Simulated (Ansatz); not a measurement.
# GaCo (Pm-3m) in Ansatz: equation of state

Aim: energy against volume of GaCo in PBE, for its equilibrium volume and stiffness.

All numbers are computed with Ansatz 0.2.0; they aren't measurements. Logs are shortened: lines on timing, memory, paths and dates and some standing lists are left out, and cuts for length are marked.

**1. The structure**

Symmetry: Pm-3m, No. 221, cubic system. The conventional cell has a = 2.878 Å, b = 2.878 Å, c = 2.878 Å, α = 90.00°, β = 90.00°, γ = 90.00°. Ga (site symmetry m-3m) has 8 Co at 2.49 Å as nearest neighbours. Around Co (site symmetry m-3m) lie 8 Ga at 2.49 Å.

**2. Equation of state, PBE, collinear spin, ferromagnetic start**

Potentials or basis: all-electron LAPW, scalar-relativistic.

No new run: the results of the series are fitted here.

What came out:

| Property | Result |
| --- | --- |
| Equilibrium volume | 11.97 Å³/atom |
| Bulk modulus | 176 GPa |
| Pressure derivative of the bulk modulus | 4.9 |

Energy against volume, from the lowest point:
```
volume (Å³/atom)  energy (meV/atom)
          11.204              30.32
          11.442              13.71
          11.681               3.85
          11.919               0.00
          12.157               1.52
          12.396               7.83
          12.634              18.29
```

Caveat: the starting moments weren't kept.
